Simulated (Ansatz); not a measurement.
## KNbO₃ under strain

Computed with Ansatz 0.2.0, DFT PBE, scalar-relativistic, plane waves, PAW. (420 eV cutoff, 8×8×6 k-mesh, Gaussian smearing of 0.02 eV, no spin polarisation)

Reference structure (relaxed):

```yaml
crystal:
  lattice:
    - [3.99308, 0.00000, 0.00000]
    - [0.00000, 3.99308, 0.00000]
    - [0.00000, 0.00000, 4.22059]
  atoms:
    - { symbol: K, position: [0.50000, 0.50000, 0.50650] }
    - { symbol: Nb, position: [0.00000, 0.00000, 0.02429] }
    - { symbol: O, position: [0.50000, 0.00000, 0.97260] }
    - { symbol: O, position: [0.00000, 0.50000, 0.97260] }
    - { symbol: O, position: [0.00000, 0.00000, 0.45881] }
```

Deformation: biaxial strain in the a-b plane, with the length and tilt of c and the atoms relaxed, all within the symmetry that the strain leaves. Energies are extrapolated to zero smearing. Gaps are Kohn–Sham gaps over the whole zone.

```tsv
strain (%)	ΔE (meV/atom)	a (Å)	b (Å)	c (Å)	gap (eV)
-1.0	1.9	3.953	3.953	4.348	1.65
+0.0	0.0	3.993	3.993	4.221	1.59
+1.0	2.5	4.033	4.033	4.155	1.54
+2.0	10.0	4.073	4.073	4.106	1.49
+3.0	22.5	4.113	4.113	4.069	1.43
```

Question: What stiffness (1/V) d²E/dε² at zero strain does a cubic fit over all points give?

Answer: A cubic fit gives (1/V) d²E/dε² = 541 GPa at zero strain (twice the biaxial modulus).

Question: How does the free axis c answer a small strain?

Answer: Between the innermost points its strain is -2.29 times the applied one.

Question: How fast does the gap move with strain on either side?

Answer: -51 meV per percent on the compressed side and -53 meV per percent on the stretched side; it is indirect at -1.0 %, indirect at zero and indirect at +1.0 %.